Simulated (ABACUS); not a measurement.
The system is CsBr.

```
Cs Br
1.0
     4.32562    0.00000    0.00000
     0.00000    4.32562    0.00000
     0.00000    0.00000    4.32562
Cs Br
1 1
Direct
  0.00000 0.00000 0.00000
  0.50000 0.50000 0.50000
```

The cell comes from a database or a generator and needn't be the stable form of this composition.

```yaml
Program: ABACUS 3.10.1
Task: single point
Functional: PBEsol
Potentials_or_basis: PseudoDojo NC SR 0.4.1 PBEsol standard
Cutoff: 680 eV
Density_cutoff: 2721 eV
Basis: plane waves
k_mesh: 6 × 6 × 6
Occupations: fermi-dirac, width 0.05 eV
Spin: no spin polarisation
```

On this cell: pressure -0.8 GPa; largest force zero by symmetry; band gap on the k mesh 4.23 eV, indirect (least direct gap 4.24 eV).

The same run follows on a disturbed copy (atoms moved at random, drawn with an rms of 0.05 Å):

```
Cs Br
1.0
     4.32562    0.00000    0.00000
     0.00000    4.32562    0.00000
     0.00000    0.00000    4.32562
Cs Br
1 1
Direct
  0.01354 0.99725 0.00118
  0.50733 0.49979 0.49719
```

Q: What changes?

A: The energy moves by +0.2 meV/atom; pressure -0.8 GPa; largest force 0.019 eV/Å; band gap on the k mesh 4.23 eV, indirect (least direct gap 4.24 eV).

Forces in eV/Å, atoms in the order of the input:
```
Cs  -0.015  0.006 -0.010
Br   0.015 -0.006  0.010
```

Caveats: spin-orbit coupling is left out, which moves the levels of the heavy elements.

